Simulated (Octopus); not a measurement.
## TaS2 under changes of volume

One of the cells (18.984 Å³/atom); the others are scaled copies at fixed shape and fractional positions:

```
Ta S
1.0
     3.35000    0.00000    0.00000
    -1.67500    2.90119    0.00000
     0.00000    0.00000    5.86000
Ta S
1 2
Direct
  0.00000 0.00000 0.00000
  0.66667 0.33333 0.75000
  0.33333 0.66667 0.25000
```

```yaml
Program: Octopus 16.4
Functional: PBEsol
Potentials_or_basis: pseudodojo_pbesol (PseudoDojo 0.4, PBEsol)
Grid_spacing: 0.146 Å
k_mesh: 9 × 9 × 5
Occupations: fermi-dirac, width 0.05 eV
Spin: no spin polarisation
```

| volume (Å³/atom) | energy over the lowest point (meV/atom) | largest force (eV/Å) |
| --- | --- | --- |
| 17.845 | 74.48 | 2.125 |
| 18.225 | 43.69 | 1.713 |
| 18.605 | ? | ? |
| 18.984 | 8.12 | 0.974 |
| 19.364 | 0.85 | 0.642 |
| 19.744 | 0.00 | 0.332 |

Q: What does the run at 18.605 Å³/atom give?

A: Energy over the lowest point 22.25 meV/atom; largest force 1.331 eV/Å.

Worked out: A Birch-Murnaghan fit of order 3 (a polynomial in V^(-2/3)) to the other rows has its minimum at 19.62 Å³/atom with B0 = V·E''(V) = 121 GPa and B' = 5.7 at fixed shape and positions, which overstates the stiffness. It gives 21.94 meV/atom at 18.605 Å³/atom, against the run's 22.25.

Energies are extrapolated to zero smearing.

Caveats: this functional lacks dispersion, which binds the layers, so the pressure and a relaxed spacing across them are unreliable; forces of over 1 eV/Å show positions far from the minimum, so gaps and moduli don't describe the material at rest (some runs).
